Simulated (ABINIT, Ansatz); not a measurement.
**ZrB2: equilibrium volume by level of theory**

```
CELL_PARAMETERS angstrom
3.17000 0.00000 0.00000
-1.58500 2.74530 0.00000
0.00000 0.00000 3.53300
ATOMIC_POSITIONS crystal
Zr 0.00000 0.00000 0.00000
B 0.66667 0.33333 0.50000
B 0.33333 0.66667 0.50000
```

| rung | level | program and potentials | cutoff (eV) | k mesh | smearing | core time | chip | equilibrium volume (Å³/atom) | notes |
| --- | --- | --- | --- | --- | --- | --- | --- | --- | --- |
| meta-GGA | r2SCAN | Ansatz, Ansatz PAW | 500 | 10 × 10 × 8 | fermi-dirac 0.05 | 35 s | Arm Neoverse N1 | 10.29 | potentials made for PBE, which Ansatz adapts in part |
| meta-GGA + U (1 eV) | r2SCAN+U (Zr d U = 1 eV, fll (the default)) | Ansatz, Ansatz PAW | 500 | 10 × 10 × 8 | fermi-dirac 0.05 | 46 s | Arm Neoverse N1 | 10.33 | potentials made for PBE, which Ansatz adapts in part |
| meta-GGA + U (2 eV) | r2SCAN+U (Zr d U = 2 eV, fll (the default)) | Ansatz, Ansatz PAW | 500 | 10 × 10 × 8 | fermi-dirac 0.05 | 47 s | Arm Neoverse N1 | 10.37 | potentials made for PBE, which Ansatz adapts in part |
| meta-GGA + U (5 eV) | r2SCAN+U (Zr d U = 5 eV, fll (the default)) | Ansatz, Ansatz PAW | 500 | 10 × 10 × 8 | fermi-dirac 0.05 | 50 s | Arm Neoverse N1 | 10.50 | potentials made for PBE, which Ansatz adapts in part |
| meta-GGA + U (4 eV) | r2SCAN+U (Zr d U = 4 eV, fll (the default)) | Ansatz, Ansatz PAW | 500 | 10 × 10 × 8 | fermi-dirac 0.05 | 52 s | Arm Neoverse N1 | 10.45 | potentials made for PBE, which Ansatz adapts in part |
| meta-GGA + U (3 eV) | r2SCAN+U (Zr d U = 3 eV, fll (the default)) | Ansatz, Ansatz PAW | 500 | 10 × 10 × 8 | fermi-dirac 0.05 | 54 s | Arm Neoverse N1 | 10.41 | potentials made for PBE, which Ansatz adapts in part |
| meta-GGA + U (8 eV) | r2SCAN+U (Zr d U = 8 eV, fll (the default)) | Ansatz, Ansatz PAW | 500 | 10 × 10 × 8 | fermi-dirac 0.05 | 61 s | Arm Neoverse N1 | 10.68 | potentials made for PBE, which Ansatz adapts in part |
| meta-GGA + U (6 eV) | r2SCAN+U (Zr d U = 6 eV, fll (the default)) | Ansatz, Ansatz PAW | 500 | 10 × 10 × 8 | fermi-dirac 0.05 | 69 s | Arm Neoverse N1 | 10.56 | potentials made for PBE, which Ansatz adapts in part |
| GGA | PBE | ABINIT, JTH PAW PBE v2.0 | 463 | 10 × 10 × 8 | fermi-dirac 0.05 | 80 s | Arm Neoverse V1 | 10.29 | - |

Times are single runs on shared hosts and different chips, so they are rough; meshes, cutoffs and the tasks' sizes weigh on the time. Task: relaxation of cell and atoms. All rows: no spin polarisation. Smearing widths are in eV. For a metal such meshes aren't converged. Meshes are those of the run's cell of 3 atoms unless a note names another. Relaxations start from the cell shown or near it and stop with a little pressure left. Runs on faulty files, with rough fits or with known faults for this quantity aren't shown. No row holds spin-orbit coupling.

By rung: GGA 10.29; meta-GGA 10.29; meta-GGA + U (1 eV) 10.33; meta-GGA + U (2 eV) 10.37; meta-GGA + U (5 eV) 10.50; meta-GGA + U (4 eV) 10.45; meta-GGA + U (3 eV) 10.41; meta-GGA + U (8 eV) 10.68; meta-GGA + U (6 eV) 10.56 (Å³/atom).
